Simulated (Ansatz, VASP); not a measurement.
Tl in VASP and in Ansatz

```xyz
1
Lattice="0.0000 2.5761 2.5761 2.5761 0.0000 2.5761 2.5761 2.5761 0.0000" Properties=species:S:1:pos:R:3 pbc="T T T"
Tl    0.0000    0.0000    0.0000
```

Alike in both runs: task single point; functional revPBE; k mesh 12 × 12 × 12; occupations fermi-dirac, width 0.1 eV; no spin polarisation.

```csv
,VASP,Ansatz
version,VASP 6.6.1,Ansatz 0.2.0
potentials or method,"VASP PAW PBE potentials, release 64 (Tl_d)","plane waves (420 eV) with PAW, scalar-relativistic"
plane-wave cutoff (eV),520,420
valence electrons in the cell,13,13
```

```tsv
	VASP	Ansatz	Ansatz less VASP
pressure (GPa)	-0.8	-0.8	+0.05
```

Caveats: the PAW data sets were made with another functional, which shifts forces and pressure a little (VASP). Spin-orbit coupling is left out, which matters for the levels of Tl.
